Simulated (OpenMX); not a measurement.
Crystal: KI.

```
CELL_PARAMETERS angstrom
0.00000 3.53277 3.53277
3.53277 0.00000 3.53277
3.53277 3.53277 0.00000
ATOMIC_POSITIONS crystal
I 0.50000 0.50000 0.50000
K 0.00000 0.00000 0.00000
```

Base run:

```yaml
Program: OpenMX 3.8.5
Functional: PBE
Potentials_or_basis: OpenMX 2013 PBE set, I7.0-s3p2d2f1, K10.0-s3p2d1, grid cutoff 300 Ry
k_mesh: 7 × 7 × 7
Occupations: fermi-dirac, width 0.05 eV
Spin: no spin polarisation
```

Its results: band gap on the k mesh 4.05 eV, direct; pressure 0.7 GPa.

Question: The run is repeated on the same cell with these changes: potentials or basis from OpenMX 2013 PBE set, I7.0-s3p2d2f1, K10.0-s3p2d1, grid cutoff 300 Ry to OpenMX 2013 PBE set, I7.0-s3p2d2, K10.0-s3p2, grid cutoff 300 Ry. What comes out?

Answer: Band gap on the k mesh 3.99 eV, direct; pressure 1.4 GPa.

Caveats: spin-orbit coupling is left out, which moves the levels of the heavy elements; the basis of atomic orbitals isn't converged, which shifts pressures, moduli and gaps; an odd mesh through Γ misses points on the zone boundary, where band edges often lie (some runs).

Not every run made on this cell is shown here.
